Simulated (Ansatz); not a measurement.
## TaSi2: opening a crack plane

TaSi2, P6_222, a = 4.761 Å, c = 6.556 Å. The structure is a COD entry; whether it is the stable form wasn't checked. Ansatz: PBEsol, PAW, 420 eV, Γ-centred 9×9×3 mesh on 18 atoms, Gaussian smearing 0.15 eV; no spin polarisation. One cut on (001) per cell of 18 atoms is opened rigidly by x, between planes of Si+Ta and Si+Ta that stand 2.19 Å apart; y is the energy per area (19.629 Å², 1 eV/Å² = 16.02 J/m²).

| x (Å) | y (J/m²) |
| --- | --- |
| 0.00 | 0.000 |
| 0.25 | 0.436 |
| 0.50 | 1.337 |
| 0.75 | ? |
| 1.00 | 3.215 |
| 1.50 | 4.454 |
| 2.00 | 5.023 |
| 3.00 | 5.343 |
| 4.50 | 5.406 |
| 6.00 | 5.410 |

Problem. Fit the universal binding curve y = W[1 − (1 + x/l) e^(−x/l)] to the other rows, give the peak stress, and predict the missing value.

Solution. Least squares gives W = 5.45 J/m² and l = 0.500 Å. The stress dy/dx peaks at x = l with W/(e l) = 40.1 GPa, for rigid faces. At x = 0.75: x/l = 1.500, y = 2.410 J/m². The run gave 2.321 J/m², so the fit is 0.089 J/m² too high, within twice the rms miss on the fitted rows (0.062 J/m²).

Spin–orbit coupling is left out, which can shift energies with elements as heavy as these.

Cost: 12 runs of about 27 core-minutes in all, on Arm Neoverse V1 (shared hosts).